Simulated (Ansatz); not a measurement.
**What DFT gives for TaC**

```
CELL_PARAMETERS angstrom
0.00000 2.22847 2.22847
2.22847 0.00000 2.22847
2.22847 2.22847 0.00000
ATOMIC_POSITIONS crystal
Ta 0.00000 0.00000 0.00000
C 0.50000 0.50000 0.50000
```

Single point in Ansatz 0.2.0 with PBEsol, no spin polarisation. Cutoff 420 eV, PAW datasets, 13×13×13 Γ-centred k mesh, fermi-dirac filling (width 0.1 eV).

(1) What is the formation energy?

(2) Describe some of the short contacts.

(3) Is the cell too large or too small?

(4) Metal or insulator?

(5) Which element gives electrons and which takes them?

Origin: a database entry at a rescaled volume.

## Answers

(1) -0.68 eV an atom against the elements' usual phases (free molecules for gases, crystals otherwise, with no correction for O₂ or N₂), so it is bound against them; other compounds may still compete. Relaxing would lower it.

(2) Ta–C at 2.23 Å: least valence density 0.56 e/Å³ and ELF 0.30 there. Both are smooth PAW fields, read partly inside the augmentation spheres.

(3) The pressure is -3.9 GPa (compression positive), so with the atoms held at these fractions the cell would first shrink.

(4) It is a metal, with about 0.62 states/eV a cell as the mean within 0.25 eV of the Fermi level, mostly Ta d (70 %) and C p (25 %).

(5) Bader charges in e: Ta +1.87, C -1.87. In the mean Ta gives up most and C takes most.
